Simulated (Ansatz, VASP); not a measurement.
Ti: VASP beside Ansatz

The input INCAR:

```
PREC = Accurate
ENCUT = 520
EDIFF = 1E-6
ISMEAR = -1
SIGMA = 0.1
LREAL = False
LASPH = True
NELM = 80
ALGO = Normal
ISIF = 2
LWAVE = False
LCHARG = False
GGA = B5
ALDAX = 1.0
AGGAX = 1.0
AGGAC = 1.0
ALDAC = 0.0
NBANDS = 12
```

File KPOINTS:

```
Automatic mesh
0
Gamma
  15 15 15
```

The input POSCAR:

```
Ti
1.0
   -1.5733563345      1.5733563345      1.5733563345
    1.5733563345     -1.5733563345      1.5733563345
    1.5733563345      1.5733563345     -1.5733563345
Ti
1
Direct
    0.0000000000      0.0000000000      0.0000000000
```

Input for Ansatz:

```yaml
crystal:
  lattice:
    - [-1.5733563345, 1.5733563345, 1.5733563345]
    - [1.5733563345, -1.5733563345, 1.5733563345]
    - [1.5733563345, 1.5733563345, -1.5733563345]
  atoms:
    - { symbol: Ti, position: [0.0, 0.0, 0.0] }
hamiltonian:
  xc: blyp
  pseudopotentials:
    kind: paw
    azcp:
      Ti: "pseudopotentials/Ti.paw.azcp"
basis:
  ecutwfc: 420
  fft_grid_basis: typed
kpoints:
  mp_grid: { grid: [15, 15, 15], shift: [0, 0, 0] }
magnetization:
  spin_polarized: false
scf:
  occupations: { method: fermi_dirac, width: 0.1 }
  lower_state_search: "off"
output:
  stress: true
  write_density: true
  write_potential: true
  elf: true
  volumetric_format: npy
```

Alike in both runs: task single point; functional BLYP; k mesh 15 × 15 × 15; occupations fermi-dirac, width 0.1 eV; no spin polarisation.

|  | VASP | Ansatz |
| --- | --- | --- |
| version | VASP 6.6.1 | Ansatz 0.2.0 |
| potentials or method | VASP PAW PBE potentials, release 64 (Ti_sv) | plane waves (420 eV) with PAW, scalar-relativistic |
| plane-wave cutoff (eV) | 520 | 420 |
| valence electrons in the cell | 12 | 12 |

VASP gave:

| Quantity | Value |
| --- | --- |
| pressure (GPa) | 15.7 |

Question: Which values does Ansatz return?

Answer: Pressure (GPa): 15.8.

The functional is the same, so the differences come from potentials, cutoffs and numerics.

Caveats: so large a pressure means that the cell lies far from this level's equilibrium, or that cutoff or potentials fall short (VASP); the potentials were made for another functional, which shifts forces and pressure (VASP).
